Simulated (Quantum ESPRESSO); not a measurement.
# Pt (Fm-3m) in Quantum ESPRESSO: a series of runs, part 2 of 2

Quantum ESPRESSO 7.5. The steps go on from the part before.

## 3. Band structure, PBEsol

Contents of pw.in:

```
&CONTROL
  calculation = 'scf'
  prefix = 'pwscf'
  outdir = './tmp'
  pseudo_dir = './pseudo'
  tprnfor = .true.
  tstress = .true.
  disk_io = 'low'
/
&SYSTEM
  ibrav = 0
  nat = 1
  ntyp = 1
  ecutwfc = 84
  nbnd = 15
  occupations = 'smearing'
  smearing = 'fd'
  degauss = 0.00367493
/
&ELECTRONS
  conv_thr = 2d-10
  electron_maxstep = 120
  mixing_beta = 0.5
/
ATOMIC_SPECIES
Pt   195.0840 Pt.upf
CELL_PARAMETERS angstrom
   0.0000000000    1.9609000000    1.9609000000
   1.9609000000    0.0000000000    1.9609000000
   1.9609000000    1.9609000000    0.0000000000
ATOMIC_POSITIONS angstrom
Pt     0.0000000000    0.0000000000    0.0000000000
K_POINTS automatic
12 12 12 0 0 0
```

Contents of bands.in:

```
&CONTROL
  calculation = 'bands'
  prefix = 'pwscf'
  outdir = './tmp'
  pseudo_dir = './pseudo'
  disk_io = 'low'
  verbosity = 'high'
/
&SYSTEM
  ibrav = 0
  nat = 1
  ntyp = 1
  ecutwfc = 84
  nbnd = 15
  occupations = 'smearing'
  smearing = 'fd'
  degauss = 0.00367493
/
&ELECTRONS
  conv_thr = 1d-08
  electron_maxstep = 120
  mixing_beta = 0.5
  diago_full_acc = .true.
/
ATOMIC_SPECIES
Pt   195.0840 Pt.upf
CELL_PARAMETERS angstrom
   0.0000000000    1.9609000000    1.9609000000
   1.9609000000    0.0000000000    1.9609000000
   1.9609000000    1.9609000000    0.0000000000
ATOMIC_POSITIONS angstrom
Pt     0.0000000000    0.0000000000    0.0000000000
K_POINTS crystal
60
 0.0000000000  0.0000000000  0.0000000000 1
 0.0625000000  0.0000000000  0.0625000000 1
 0.1250000000  0.0000000000  0.1250000000 1
 0.1875000000  0.0000000000  0.1875000000 1
 0.2500000000  0.0000000000  0.2500000000 1
 0.3125000000  0.0000000000  0.3125000000 1
 0.3750000000  0.0000000000  0.3750000000 1
 0.4375000000  0.0000000000  0.4375000000 1
 0.5000000000  0.0000000000  0.5000000000 1
 0.5000000000  0.0625000000  0.5625000000 1
 0.5000000000  0.1250000000  0.6250000000 1
 0.5000000000  0.1875000000  0.6875000000 1
 0.5000000000  0.2500000000  0.7500000000 1
 0.4375000000  0.3125000000  0.7500000000 1
 0.3750000000  0.3750000000  0.7500000000 1
 0.3375000000  0.3375000000  0.6750000000 1
 0.3000000000  0.3000000000  0.6000000000 1
 0.2625000000  0.2625000000  0.5250000000 1
 0.2250000000  0.2250000000  0.4500000000 1
 0.1875000000  0.1875000000  0.3750000000 1
 0.1500000000  0.1500000000  0.3000000000 1
 0.1125000000  0.1125000000  0.2250000000 1
 0.0750000000  0.0750000000  0.1500000000 1
 0.0375000000  0.0375000000  0.0750000000 1
 0.0000000000  0.0000000000  0.0000000000 1
 0.0625000000  0.0625000000  0.0625000000 1
 0.1250000000  0.1250000000  0.1250000000 1
 0.1875000000  0.1875000000  0.1875000000 1
 0.2500000000  0.2500000000  0.2500000000 1
 0.3125000000  0.3125000000  0.3125000000 1
 0.3750000000  0.3750000000  0.3750000000 1
 0.4375000000  0.4375000000  0.4375000000 1
 0.5000000000  0.5000000000  0.5000000000 1
 0.5250000000  0.4500000000  0.5250000000 1
 0.5500000000  0.4000000000  0.5500000000 1
 0.5750000000  0.3500000000  0.5750000000 1
 0.6000000000  0.3000000000  0.6000000000 1
 0.6250000000  0.2500000000  0.6250000000 1
 0.5833333333  0.2500000000  0.6666666667 1
 0.5416666667  0.2500000000  0.7083333333 1
 0.5000000000  0.2500000000  0.7500000000 1
 0.5000000000  0.2857142857  0.7142857143 1
 0.5000000000  0.3214285714  0.6785714286 1
 0.5000000000  0.3571428571  0.6428571429 1
 0.5000000000  0.3928571429  0.6071428571 1
 0.5000000000  0.4285714286  0.5714285714 1
 0.5000000000  0.4642857143  0.5357142857 1
 0.5000000000  0.5000000000  0.5000000000 1
 0.4821428571  0.4821428571  0.5357142857 1
 0.4642857143  0.4642857143  0.5714285714 1
 0.4464285714  0.4464285714  0.6071428571 1
 0.4285714286  0.4285714286  0.6428571429 1
 0.4107142857  0.4107142857  0.6785714286 1
 0.3928571429  0.3928571429  0.7142857143 1
 0.3750000000  0.3750000000  0.7500000000 1
 0.6250000000  0.2500000000  0.6250000000 1
 0.5937500000  0.1875000000  0.5937500000 1
 0.5625000000  0.1250000000  0.5625000000 1
 0.5312500000  0.0625000000  0.5312500000 1
 0.5000000000  0.0000000000  0.5000000000 1
```

Potentials or basis: PseudoDojo 0.4.1 SR PBEsol standard.

The run is started by

```bash
$ OMP_NUM_THREADS=1 pw.x -in pw.in > pw.out
$ OMP_NUM_THREADS=1 pw.x -in bands.in > bands.out
```

It took 22 s on 1 thread of Arm Neoverse V1, shared host; peak memory 0.09 GiB.

The run converged. Its results:

| Property | Result |
| --- | --- |
| Free energy | -3552.6354 eV |
| Pressure | -1.1 GPa |
| Band gap on the k mesh | none (metal or under the smearing width) |

Levels at the corners of the path, in eV from the Fermi level:
```
point  band 5  band 6  band 7  band 8  band 9  band 10  band 11  band 12  band 13  band 14
    Γ  -10.34   -3.83   -3.83   -3.83   -1.64    -1.64    14.54    19.47    19.47    19.47
    X   -7.14   -6.68    0.01    0.48    0.48     1.67     8.80    11.29    11.29    20.02
    W   -5.72   -4.61   -4.61   -2.03    0.48     7.03     8.20     8.20    11.98    24.35
    K   -6.32   -5.53   -2.91   -1.33   -0.19     5.64     6.66    10.04    14.59    19.90
    Γ  -10.34   -3.83   -3.83   -3.83   -1.64    -1.64    14.54    19.47    19.47    19.47
    L   -7.40   -3.89   -3.89   -0.59    0.03     0.03     5.78    14.10    18.86    18.86
    U   -6.32   -5.53   -2.91   -1.33   -0.19     5.64     6.66    10.04    14.59    19.90
    W   -5.72   -4.61   -4.61   -2.03    0.48     7.03     8.20     8.20    11.98    24.35
    L   -7.40   -3.89   -3.89   -0.59    0.03     0.03     5.78    14.10    18.86    18.86
    K   -6.32   -5.53   -2.91   -1.33   -0.19     5.64     6.66    10.04    14.59    19.90
    U   -6.32   -5.53   -2.91   -1.33   -0.19     5.64     6.66    10.04    14.59    19.90
    X   -7.14   -6.68    0.01    0.48    0.48     1.67     8.80    11.29    11.29    20.02
```

Caveat: spin-orbit coupling is left out, which moves the levels of the heavy elements.

## 4. Single point, rev-vdW-DF2, 14.18 Å³/atom

Contents of pw.in:

```
&CONTROL
  calculation = 'scf'
  prefix = 'pwscf'
  outdir = './tmp'
  pseudo_dir = './pseudo'
  tprnfor = .true.
  tstress = .true.
  disk_io = 'nowf'
/
&SYSTEM
  ibrav = 0
  nat = 1
  ntyp = 1
  ecutwfc = 84
  nbnd = 15
  input_dft = 'vdw-df2-b86r'
  occupations = 'smearing'
  smearing = 'fd'
  degauss = 0.00367493
/
&ELECTRONS
  conv_thr = 2d-10
  electron_maxstep = 120
  mixing_beta = 0.5
/
ATOMIC_SPECIES
Pt   195.0840 Pt.upf
CELL_PARAMETERS angstrom
   0.0000000000    1.9208704006    1.9208704006
   1.9208704006    0.0000000000    1.9208704006
   1.9208704006    1.9208704006    0.0000000000
ATOMIC_POSITIONS crystal
Pt     0.0000000000    0.0000000000    0.0000000000
K_POINTS automatic
12 12 12 0 0 0
```

Potentials or basis: PseudoDojo 0.4.1 SR PBE standard.

The run is started by

```bash
$ OMP_NUM_THREADS=1 pw.x -in pw.in > pw.out
```

It took 85 s on 1 thread of AMD EPYC 7R13 (Zen 3), shared host; peak memory 0.08 GiB.

The run converged. Its results:

| Quantity | Value |
| --- | --- |
| Free energy | -3553.9700 eV |
| Pressure | 27.1 GPa |
| Band gap on the k mesh | none (metal or under the smearing width) |

Caveat: the potentials were made for another functional, which shifts forces and pressure.

## 5. Single point, rev-vdW-DF2, 14.48 Å³/atom

pw.in: that of step 4 with these lines changed.

```diff
@@ -28,5 +28,5 @@
 CELL_PARAMETERS angstrom
-   0.0000000000    1.9208704006    1.9208704006
-   1.9208704006    0.0000000000    1.9208704006
-   1.9208704006    1.9208704006    0.0000000000
+   0.0000000000    1.9343981026    1.9343981026
+   1.9343981026    0.0000000000    1.9343981026
+   1.9343981026    1.9343981026    0.0000000000
 ATOMIC_POSITIONS crystal
```

The run is started by

```bash
$ OMP_NUM_THREADS=1 pw.x -in pw.in > pw.out
```

Wall time 86 s (1 thread of AMD EPYC 7R13 (Zen 3), shared host); peak memory 0.08 GiB.

The run converged. Its results:

```yaml
Free_energy: -3554.0134 eV
Pressure: 19.1 GPa
Band_gap_on_the_k_mesh: none (metal or under the smearing width)
```

Caveat: the potentials were made for another functional, which shifts forces and pressure.

## 6. Single point, rev-vdW-DF2, 14.78 Å³/atom

pw.in: that of step 5 with these lines changed.

```diff
@@ -28,5 +28,5 @@
 CELL_PARAMETERS angstrom
-   0.0000000000    1.9343981026    1.9343981026
-   1.9343981026    0.0000000000    1.9343981026
-   1.9343981026    1.9343981026    0.0000000000
+   0.0000000000    1.9477392008    1.9477392008
+   1.9477392008    0.0000000000    1.9477392008
+   1.9477392008    1.9477392008    0.0000000000
 ATOMIC_POSITIONS crystal
```

Potentials or basis: PseudoDojo 0.4.1 SR PBE standard.

The run is started by

```bash
$ OMP_NUM_THREADS=1 pw.x -in pw.in > pw.out
```

Run time: 86 s. Hardware: 1 thread of AMD EPYC 7R13 (Zen 3), shared host; peak memory 0.08 GiB.

Results (log left out):

```
Free energy            : -3554.0427 eV
Pressure               : 12.0 GPa
Band gap on the k mesh : none (metal or under the smearing width)
```

Caveat: the potentials were made for another functional, which shifts forces and pressure.

## 7. Single point, rev-vdW-DF2, 15.08 Å³/atom

pw.in: that of step 6 with these lines changed.

```diff
@@ -28,5 +28,5 @@
 CELL_PARAMETERS angstrom
-   0.0000000000    1.9477392008    1.9477392008
-   1.9477392008    0.0000000000    1.9477392008
-   1.9477392008    1.9477392008    0.0000000000
+   0.0000000000    1.9609000000    1.9609000000
+   1.9609000000    0.0000000000    1.9609000000
+   1.9609000000    1.9609000000    0.0000000000
 ATOMIC_POSITIONS crystal
```

The run is started by

```bash
$ OMP_NUM_THREADS=1 pw.x -in pw.in > pw.out
```

Run time: 86 s. Hardware: 1 thread of AMD EPYC 7R13 (Zen 3), shared host; peak memory 0.08 GiB.

Results (log left out):

```
Free energy            : -3554.0594 eV
Pressure               : 5.8 GPa
Band gap on the k mesh : none (metal or under the smearing width)
```

Caveat: the potentials were made for another functional, which shifts forces and pressure.

## 8. Single point, rev-vdW-DF2, 15.38 Å³/atom

pw.in: that of step 7 with these lines changed.

```diff
@@ -28,5 +28,5 @@
 CELL_PARAMETERS angstrom
-   0.0000000000    1.9609000000    1.9609000000
-   1.9609000000    0.0000000000    1.9609000000
-   1.9609000000    1.9609000000    0.0000000000
+   0.0000000000    1.9738864712    1.9738864712
+   1.9738864712    0.0000000000    1.9738864712
+   1.9738864712    1.9738864712    0.0000000000
 ATOMIC_POSITIONS crystal
```

The run is started by

```bash
$ OMP_NUM_THREADS=1 pw.x -in pw.in > pw.out
```

Wall time 86 s (1 thread of AMD EPYC 7R13 (Zen 3), shared host); peak memory 0.08 GiB.

Results (log left out):

| Quantity | Value |
| --- | --- |
| Free energy | -3554.0652 eV |
| Pressure | 0.3 GPa |
| Band gap on the k mesh | none (metal or under the smearing width) |

Caveat: the potentials were made for another functional, which shifts forces and pressure.

## 9. Single point, rev-vdW-DF2, 15.68 Å³/atom

pw.in: that of step 8 with these lines changed.

```diff
@@ -28,5 +28,5 @@
 CELL_PARAMETERS angstrom
-   0.0000000000    1.9738864712    1.9738864712
-   1.9738864712    0.0000000000    1.9738864712
-   1.9738864712    1.9738864712    0.0000000000
+   0.0000000000    1.9867042750    1.9867042750
+   1.9867042750    0.0000000000    1.9867042750
+   1.9867042750    1.9867042750    0.0000000000
 ATOMIC_POSITIONS crystal
```

Potentials or basis: PseudoDojo 0.4.1 SR PBE standard.

The run is started by

```bash
$ OMP_NUM_THREADS=1 pw.x -in pw.in > pw.out
```

Run time: 87 s. Hardware: 1 thread of AMD EPYC 7R13 (Zen 3), shared host; peak memory 0.08 GiB.

Results (log left out):

| Quantity | Value |
| --- | --- |
| Free energy | -3554.0611 eV |
| Pressure | -4.6 GPa |
| Band gap on the k mesh | none (metal or under the smearing width) |

Caveat: the potentials were made for another functional, which shifts forces and pressure.

## 10. Single point, rev-vdW-DF2, 15.98 Å³/atom

pw.in: that of step 9 with these lines changed.

```diff
@@ -28,5 +28,5 @@
 CELL_PARAMETERS angstrom
-   0.0000000000    1.9867042750    1.9867042750
-   1.9867042750    0.0000000000    1.9867042750
-   1.9867042750    1.9867042750    0.0000000000
+   0.0000000000    1.9993587835    1.9993587835
+   1.9993587835    0.0000000000    1.9993587835
+   1.9993587835    1.9993587835    0.0000000000
 ATOMIC_POSITIONS crystal
```

The run is started by

```bash
$ OMP_NUM_THREADS=1 pw.x -in pw.in > pw.out
```

Run time: 87 s. Hardware: 1 thread of AMD EPYC 7R13 (Zen 3), shared host; peak memory 0.08 GiB.

Results (log left out):

- Free energy: -3554.0485 eV
- Pressure: -8.9 GPa
- Band gap on the k mesh: none (metal or under the smearing width)

Caveat: the potentials were made for another functional, which shifts forces and pressure.

## 11. Equation of state, rev-vdW-DF2

This step only gathers the single runs of the series.

Results:

```yaml
Equilibrium_volume: 15.40 Å³/atom
Bulk_modulus: 262 GPa
Pressure_derivative_of_the_bulk_modulus: 5.4
```

Energy against volume, from the lowest point:
```tsv
volume (Å³/atom)	energy (meV/atom)
14.175	95.18
14.477	51.74
14.778	22.46
15.080	5.70
15.381	0.00
15.683	4.05
15.985	16.70
```

Caveat: the potentials were made for another functional, which shifts forces and pressure. Spin-orbit coupling is left out, which matters for the levels of Pt.

## 12. The runs side by side

| task | level | potentials or basis | cutoff (eV) | form of the LDA correlation | gap on the mesh (eV) | pressure (GPa) |
| --- | --- | --- | --- | --- | --- | --- |
| band structure | LDA | PseudoDojo 0.4.1 SR LDA standard | 1034 | PW92 | none | -7.4 |
| band structure | PBEsol | PseudoDojo 0.4.1 SR PBEsol standard | 1143 | - | none | -1.1 |
| equation of state | rev-vdW-DF2 | PseudoDojo 0.4.1 SR PBE standard | 1143 | - | - | - |

Alike in all rows: no spin polarisation; cell as given; k mesh 12 × 12 × 12; smearing fermi-dirac 0.05 eV.

Caveats: spin-orbit coupling is left out, which moves the levels of the heavy elements (some runs); the potentials were made for another functional, which shifts forces and pressure (some runs).

Absolute energies hang on the potentials; compare differences alone.
